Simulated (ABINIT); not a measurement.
The system is Sn.

```xyz
2
Lattice="-2.9401 2.9401 1.5993 2.9401 -2.9401 1.5993 2.9401 2.9401 -1.5993" Properties=species:S:1:pos:R:3 pbc="T T T"
Sn    0.0000    0.0000    0.0000
Sn    0.0000    2.9401    0.7997
```

Base run:

* Program: ABINIT 10.8.3 (patched build)
* Functional: r2SCAN
* Potentials or basis: SG15 NC PBE v1.2
* Cutoff: 707 eV
* k mesh: 7 × 7 × 7
* Occupations: fermi-dirac, width 0.05 eV
* Spin: no spin polarisation

Its results: band gap on the k mesh none (metal or under the smearing width); pressure -1.8 GPa.

The run is repeated on the same cell with these changes: potentials or basis from SG15 NC PBE v1.2 to Ansatz PAW PBE default generated set, frozen core; cutoff from 707 eV to 490 eV. What comes out?

Band gap on the k mesh none (metal or under the smearing width); pressure -0.4 GPa.

Caveats: the potentials were made for another functional, which shifts forces and pressure (some runs); the PAW data sets were made with another functional, which shifts forces and pressure a little (some runs).
